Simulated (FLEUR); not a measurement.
## Ni3Ge: equation of state with r2SCAN

Crystal: Ni3Ge.

```
CELL_PARAMETERS angstrom
3.53033 0.00000 0.00000
0.00000 3.53033 0.00000
0.00000 0.00000 3.53033
ATOMIC_POSITIONS crystal
Ge 0.00000 0.00000 0.00000
Ni 0.50000 0.50000 0.00000
Ni 0.00000 0.50000 0.50000
Ni 0.50000 0.00000 0.50000
```

The cell comes from a database or a generator and needn't be the stable form of this composition.

| Item | Value |
| --- | --- |
| Program | FLEUR MaX-R8.1 (later development tree) |
| Task | equation of state |
| Functional | r2SCAN |
| Potentials or basis | all-electron |
| Basis | FLAPW |
| Kmax | 4.62 1/bohr |
| k mesh | 8 × 8 × 8 |
| Occupations | fermi-dirac, width 0.05 eV |
| Spin | collinear spin, program default start |

| Quantity | Value |
| --- | --- |
| Equilibrium volume | 11.02 Å³/atom |
| Bulk modulus | 213 GPa |

Energy against volume, from the lowest point:
| volume (Å³/atom) | energy (meV/atom) |
| --- | --- |
| 10.340 | 31.85 |
| 10.560 | 13.99 |
| 11.000 | 0.00 |
| 11.440 | 9.81 |
| 11.660 | 21.94 |

Caveat: the meta-GGA is that of a development version, with a GGA for the radial functions and cores and without core tails.
